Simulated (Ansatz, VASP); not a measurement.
This is a calculation of Mg for Ansatz 0.2.0.

Contents of input.yaml:

```yaml
crystal:
  lattice:
    - [0.0, 2.244256, 2.244256]
    - [2.244256, 0.0, 2.244256]
    - [2.244256, 2.244256, 0.0]
  atoms:
    - { symbol: Mg, position: [0.0, 0.0, 0.0] }
kpoints:
  mp_grid: { grid: [5, 5, 5] }
scf:
  occupations: { method: fermi_dirac, width: 0.03 }
hamiltonian:
  xc: pbe
  pseudopotentials: { kind: all_electron, lapw: { basis_error: 0.003 } }
output:
  forces: true
  stress: true
  eigenvalues: true
```

Potentials or basis: all-electron LAPW, scalar-relativistic.

Launch:

```bash
$ ansatz run input.yaml --threads 1 --pin off --max-ram 2560MiB --backend cpu --events-out ev --progress --plain --runs-dir out
```

Set up the same calculation for VASP 6.6.1. Potentials there: VASP PAW PBE potentials, release 64 (Mg).

As run (the cutoff follows the program's own potentials):

File INCAR:

```
SYSTEM = Mg
ALGO = Fast ; EDIFF = 1E-6
ENCUT = 520 ; GGA = PE
ISIF = 2 ; ISMEAR = -1
LASPH = .True. ; LCHARG = .False.
LREAL = .False. ; LWAVE = .False.
NBANDS = 7 ; NELM = 80
PREC = Accurate ; SIGMA = 0.03
```

KPOINTS

```
k-points
0
Gamma
  5 5 5
  0 0 0
```

Contents of POSCAR:

```
Mg
1.0
    0.0000000000      2.2442560000      2.2442560000
    2.2442560000      0.0000000000      2.2442560000
    2.2442560000      2.2442560000      0.0000000000
Mg
1
Direct
    0.0000000000      0.0000000000      0.0000000000
```

Potentials or basis: VASP PAW PBE potentials, release 64 (Mg).

Launch:

```bash
$ cat potpaw_PBE.64/Mg/POTCAR > POTCAR
$ mpirun -np 1 vasp_std > vasp.out
```

Both were run:

|  | VASP | Ansatz | Ansatz less VASP |
| --- | --- | --- | --- |
| gap on the k mesh at the Fermi level (eV) | none | none | - |
| pressure (GPa) | 1.1 | 1.2 | +0.11 |

A gap of «none» marks a metal or a gap that the smearing closes. Ansatz ran all-electron here, so the differences hold the error of VASP's frozen core and of both bases.

Caveats: the k mesh is coarse (spacing up to 0.48 Å⁻¹), so the values aren't converged.
